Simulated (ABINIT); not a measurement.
# MoS2 (P6_3/mmc) in ABINIT: notebook

The runs below take MoS2 through single point, with LDA, PBE, PBEsol.

All numbers are computed with ABINIT 10.8.3 (patched build); they aren't measurements. Logs are shortened: lines on timing, memory, paths and dates and some standing lists are left out, and cuts for length are marked. The log counts tension as positive stress, the text compression.

**Measured values to compare with.**

From “Multiwavelength excitation Raman Scattering Analysis of bulk and 2 dimensional MoS2: Vibrational properties of atomically thin MoS2 layers”, 2015, arxiv:1506.03228, for a bulk crystal of MoS2 at 300 K: band gap 1.3 eV (indirect).

How close the calculation comes is told below.

## 1. Starting point

Symmetry: P6_3/mmc, No. 194, hexagonal system. Conventional cell: a = 3.169 Å, b = 3.169 Å, c = 12.324 Å, α = 90.00°, β = 90.00°, γ = 120.00°. Mo (site symmetry -6m2) is surrounded by 6 S at 2.41 Å. S (site symmetry 3m) is surrounded by 3 Mo at 2.41 Å.

## 2. Single point, LDA

Input file run.abi:

```
# Pseudopotentials
pp_dirpath "./"
pseudos "Mo.upf, S.upf"

# Structure
acell 5.9885420889 5.988542089 23.2889847599
rprim
     1.0000000000     0.0000000000     0.0000000000
    -0.5000000000     0.8660254038     0.0000000000
     0.0000000000     0.0000000000     1.0000000000
ntypat 2
znucl 42 16
natom 6
typat 1 1 2 2 2 2
xred
     0.6666666667     0.3333333333     0.7500000000
     0.3333333333     0.6666666667     0.2500000000
     0.6666666667     0.3333333333     0.3770000000
     0.3333333333     0.6666666667     0.8770000000
     0.6666666667     0.3333333333     0.1230000000
     0.3333333333     0.6666666667     0.6230000000

# Plane-wave basis
ecut 35.0

# k points
kptopt 1
ngkpt 8 8 2
nshiftk 1
shiftk 0.0 0.0 0.0

# Exchange and correlation
ixc 7

# Bands and occupations
nband 32
occopt 3
tsmear 0.05 eV

# SCF cycle
nstep 100
tolvrs 1.0e-10

# Output
iomode 3
prtwf 0
prtden 0
prteig 0
prtebands 0
enunit 1
```

Potentials or basis: PseudoDojo NC SR LDA v0.4.1 standard.

Launch:

```
mpirun --bind-to none -np 4 abinit run.abi > log 2>&1
```

run.abo:

```text
.Version 10.8.3 of ABINIT
 Symmetries : space group P6_3/m m c (#194); Bravais hP (primitive hexag.)
================================================================================
 Values of the parameters that define the memory need of the present run
     intxc =       0    ionmov =       0      iscf =       7    lmnmax =       6
     lnmax =       6     mgfft =     128  mpssoang =       3    mqgrid =    6203
     natom =       6  nloc_mem =       1    nspden =       1   nspinor =       1
    nsppol =       1      nsym =      24    n1xccc =    2501    ntypat =       2
    occopt =       3   xclevel =       1
       mpw =        7198          nfft =      131072          nkpt =          20
================================================================================
================================================================================

--------------------------------------------------------------------------------
------------- Echo of variables that govern the present computation ------------
--------------------------------------------------------------------------------
 -outvars: echo values of preprocessed input variables --------
            acell      5.9885420889E+00  5.9885420890E+00  2.3288984760E+01 Bohr
              amu      9.59400000E+01  3.20660000E+01
             ecut      3.50000000E+01 Hartree
           enunit           1
              ixc           7
         kptrlatt        8    0    0      0    8    0      0    0    2
          kptrlen      4.65779695E+01
            natom           6
            nband          32
            ngfft          32      32     128
             nkpt          20
            nstep         100
             nsym          24
           ntypat           2
           occopt           3
           prtden           0
        prtebands           0
           prteig           0
            prtwf           0
            rprim      1.0000000000E+00  0.0000000000E+00  0.0000000000E+00
                      -5.0000000000E-01  8.6602540380E-01  0.0000000000E+00
                       0.0000000000E+00  0.0000000000E+00  1.0000000000E+00
          spgroup         194
           tolvrs      1.00000000E-10
           tsmear      1.83746611E-03 Hartree
            typat      1  1  2  2  2  2
           xangst      1.5844999989E+00  9.1481150094E-01  9.2429999937E+00
                      -1.7639436524E-11  1.8296230019E+00  3.0809999979E+00
                       1.5844999989E+00  9.1481150094E-01  4.6461479969E+00
                      -1.7639436524E-11  1.8296230019E+00  1.0808147993E+01
                       1.5844999989E+00  9.1481150094E-01  1.5158519990E+00
                      -1.7639436524E-11  1.8296230019E+00  7.6778519948E+00
            xcart      2.9942710444E+00  1.7287431936E+00  1.7466738570E+01
                      -3.3333704046E-11  3.4574863872E+00  5.8222461900E+00
                       2.9942710444E+00  1.7287431936E+00  8.7799472545E+00
                      -3.3333704046E-11  3.4574863872E+00  2.0424439634E+01
                       2.9942710444E+00  1.7287431936E+00  2.8645451255E+00
                      -3.3333704046E-11  3.4574863872E+00  1.4509037505E+01
             xred      6.6666666667E-01  3.3333333333E-01  7.5000000000E-01
                       3.3333333333E-01  6.6666666667E-01  2.5000000000E-01
                       6.6666666667E-01  3.3333333333E-01  3.7700000000E-01
                       3.3333333333E-01  6.6666666667E-01  8.7700000000E-01
                       6.6666666667E-01  3.3333333333E-01  1.2300000000E-01
                       3.3333333333E-01  6.6666666667E-01  6.2300000000E-01
            znucl       42.00000   16.00000

================================================================================

 chkinp: Checking input parameters for consistency.

================================================================================
== DATASET  1 ==================================================================

--- !DatasetInfo
iteration_state: {dtset: 1, }
dimensions: {natom: 6, nkpt: 20, mband: 32, nsppol: 1, nspinor: 1, nspden: 1, mpw: 7198, }
cutoff_energies: {ecut:  35.0, pawecutdg:  -1.0, }
electrons: {nelect:   5.20000000E+01, charge:   0.00000000E+00, occopt:   3.00000000E+00, tsmear:   1.83746611E-03, }
meta: {optdriver: 0, ionmov: 0, optcell: 0, iscf: 7, paral_kgb: 0, }
...

 Exchange-correlation functional for the present dataset will be:
  LDA: Perdew-Wang 92 LSD fit to Ceperley-Alder data - ixc=7
  J.P.Perdew and Y.Wang, PRB 45, 13244 (1992)

 Real(R)+Recip(G) space primitive vectors, cartesian coordinates (Bohr,Bohr^-1):
 R(1)=  5.9885421  0.0000000  0.0000000  G(1)=  0.1669856  0.0964092  0.0000000
[... 81 lines left out ...]
- [ -2.09828661E-28,   1.55757387E-28,   9.16318107E-03, ]
- [ -2.09828661E-28,  -5.19191289E-29,   9.16318107E-03, ]
force_length_stats: {min:   2.89120579E-19, max:   9.16318107E-03, mean:   6.10878738E-03, }
...

 Integrated electronic density in atomic spheres:
 ------------------------------------------------
 Atom  Sphere_radius  Integrated_density
    1        2.00000         10.49607361
    2        2.00000         10.49607361
    3        2.00000          3.91579524
    4        2.00000          3.91579524
    5        2.00000          3.91579524
    6        2.00000          3.91579524
================================================================================

 ----iterations are completed or convergence reached----

 Mean square residual over all n,k,spin=   11.782E-07; max=  25.415E-05
 reduced coordinates (array xred) for    6 atoms
       0.666666666667      0.333333333333      0.750000000000
       0.333333333333      0.666666666667      0.250000000000
       0.666666666667      0.333333333333      0.377000000000
       0.333333333333      0.666666666667      0.877000000000
       0.666666666667      0.333333333333      0.123000000000
       0.333333333333      0.666666666667      0.623000000000
 rms dE/dt=  1.0060E-01; max dE/dt=  2.1340E-01; dE/dt below (all hartree)
    1       0.000000000000      0.000000000000      0.000000000000
    2      -0.000000000000      0.000000000000      0.000000000000
    3      -0.000000000000     -0.000000000000      0.213401184220
    4      -0.000000000000      0.000000000000      0.213401184220
    5       0.000000000000      0.000000000000     -0.213401184220
    6       0.000000000000      0.000000000000     -0.213401184220

 cartesian coordinates (angstrom) at end:
    1      1.58449999890590     0.91481150093609     9.24299999373421
    2     -0.00000000001764     1.82962300187218     3.08099999791140
    3      1.58449999890590     0.91481150093609     4.64614799685039
    4     -0.00000000001764     1.82962300187218    10.80814799267320
    5      1.58449999890590     0.91481150093609     1.51585199897241
    6     -0.00000000001764     1.82962300187218     7.67785199479521

 cartesian forces (hartree/bohr) at end:
    1     -0.00000000000000    -0.00000000000000     0.00000000000000
    2      0.00000000000000    -0.00000000000000     0.00000000000000
    3     -0.00000000000000     0.00000000000000    -0.00916318106693
    4      0.00000000000000     0.00000000000000    -0.00916318106693
    5     -0.00000000000000     0.00000000000000     0.00916318106693
    6     -0.00000000000000    -0.00000000000000     0.00916318106693
 frms,max,avg= 4.3195650E-03 9.1631811E-03   0.000E+00  0.000E+00  0.000E+00 h/b

 cartesian forces (eV/Angstrom) at end:
    1     -0.00000000000000    -0.00000000000000     0.00000000000000
    2      0.00000000000000    -0.00000000000000     0.00000000000000
    3     -0.00000000000000     0.00000000000000    -0.47118971544102
    4      0.00000000000000     0.00000000000000    -0.47118971544102
    5     -0.00000000000000     0.00000000000000     0.47118971544102
    6     -0.00000000000000    -0.00000000000000     0.47118971544102
 frms,max,avg= 2.2212096E-01 4.7118972E-01   0.000E+00  0.000E+00  0.000E+00 e/A
 length scales=  5.988542088900  5.988542089000 23.288984759900 bohr
              =  3.168999997829  3.168999997882 12.323999991646 angstroms
 Fermi (or HOMO) energy (eV) =   8.66256   Average Vxc (eV)= -11.26782
 Eigenvalues (   eV  ) for nkpt=  20  k points:
 kpt#   1, nband= 32, wtk=  0.00781, kpt=  0.0000  0.0000  0.0000 (reduced coord)
 -53.12014  -53.12014  -27.33242  -27.33219  -27.09647  -27.09647  -27.09641  -27.09641
  -6.64795   -6.37094   -5.42696   -4.96909    1.36300    2.43007    4.71932    4.98192
   4.98192    4.99485    4.99485    6.08367    6.08367    6.13039    6.13039    7.06797
   7.10932    8.26925   10.35171   10.35938   10.39843   10.41911   10.53239   10.66711
 prteigrs : prtvol=0 or 1, do not print more k-points.

--- !EnergyTerms
iteration_state     : {dtset: 1, }
comment             : Components of total free energy in Hartree
kinetic             :  5.99263949234435E+01
hartree             :  5.39866457659291E+01
xc                  : -3.32315940199458E+01
Ewald energy        : -1.19847493876065E+02
psp_core            :  4.76872550589846E+00
local_psp           : -1.74115161459380E+02
non_local_psp       :  2.33239844932388E+01
internal            : -1.85188498666881E+02
'-kT*entropy'       : -2.27291105101688E-07
total_energy        : -1.85188498894172E+02
total_energy_eV     : -5.03923577172274E+03
band_energy         : -1.64508698062832E+01
...

 Cartesian components of stress tensor (hartree/bohr^3)
  sigma(1 1)=  2.04301468E-04  sigma(3 2)=  0.00000000E+00
  sigma(2 2)=  2.04301468E-04  sigma(3 1)=  0.00000000E+00
  sigma(3 3)=  1.89200390E-04  sigma(2 1)=  6.55305543E-14

-Cartesian components of stress tensor (GPa)         [Pressure= -5.8627E+00 GPa]
- sigma(1 1)=  6.01075672E+00  sigma(3 2)=  0.00000000E+00
- sigma(2 2)=  6.01075670E+00  sigma(3 1)=  0.00000000E+00
- sigma(3 3)=  5.56646766E+00  sigma(2 1)=  1.92797547E-09

== END DATASET(S) ==============================================================
================================================================================

 -outvars: echo values of variables after computation  --------
            acell      5.9885420889E+00  5.9885420890E+00  2.3288984760E+01 Bohr
           etotal     -1.8518849889E+02
            fcart     -5.6953493834E-28 -8.8262519198E-28  2.8912057933E-19
                       8.6929016904E-28 -5.1919128931E-29  2.8912057933E-19
                      -2.9975523070E-29  4.6727216046E-28 -9.1631810669E-03
                       1.4987761535E-28  3.6343390258E-28 -9.1631810669E-03
                      -2.0982866149E-28  1.5575738682E-28  9.1631810669E-03
                      -2.0982866149E-28 -5.1919128942E-29  9.1631810669E-03
            rprim      1.0000000000E+00  0.0000000000E+00  0.0000000000E+00
                      -5.0000000000E-01  8.6602540380E-01  0.0000000000E+00
                       0.0000000000E+00  0.0000000000E+00  1.0000000000E+00
           strten      2.0430146827E-04  2.0430146780E-04  1.8920039005E-04
                       0.0000000000E+00  0.0000000000E+00  6.5530554253E-14
           xangst      1.5844999989E+00  9.1481150094E-01  9.2429999937E+00
                      -1.7639436524E-11  1.8296230019E+00  3.0809999979E+00
                       1.5844999989E+00  9.1481150094E-01  4.6461479969E+00
                      -1.7639436524E-11  1.8296230019E+00  1.0808147993E+01
                       1.5844999989E+00  9.1481150094E-01  1.5158519990E+00
                      -1.7639436524E-11  1.8296230019E+00  7.6778519948E+00
             xred      6.6666666667E-01  3.3333333333E-01  7.5000000000E-01
                       3.3333333333E-01  6.6666666667E-01  2.5000000000E-01
                       6.6666666667E-01  3.3333333333E-01  3.7700000000E-01
                       3.3333333333E-01  6.6666666667E-01  8.7700000000E-01
                       6.6666666667E-01  3.3333333333E-01  1.2300000000E-01
                       3.3333333333E-01  6.6666666667E-01  6.2300000000E-01
 Calculation completed.
```

Run time: 40 s. Hardware: 4 MPI ranks of Intel Xeon 6975P-C (Granite Rapids), shared host; peak memory 0.36 GiB.

Results:

* Free energy: -5039.2358 eV
* Pressure: -5.9 GPa
* Largest force: 0.471 eV/Å
* Band gap on the k mesh: 0.91 eV, indirect (least direct gap 1.93 eV)
* Valence electrons inside the program's atomic spheres: Mo 10.50; S 3.92

Forces on the atoms (eV/Å):
```
Mo   0.000  0.000  0.000
Mo   0.000  0.000  0.000
S    0.000  0.000 -0.471
S    0.000  0.000 -0.471
S    0.000  0.000  0.471
S    0.000  0.000  0.471
```

(Continued in part 2 of 3.)
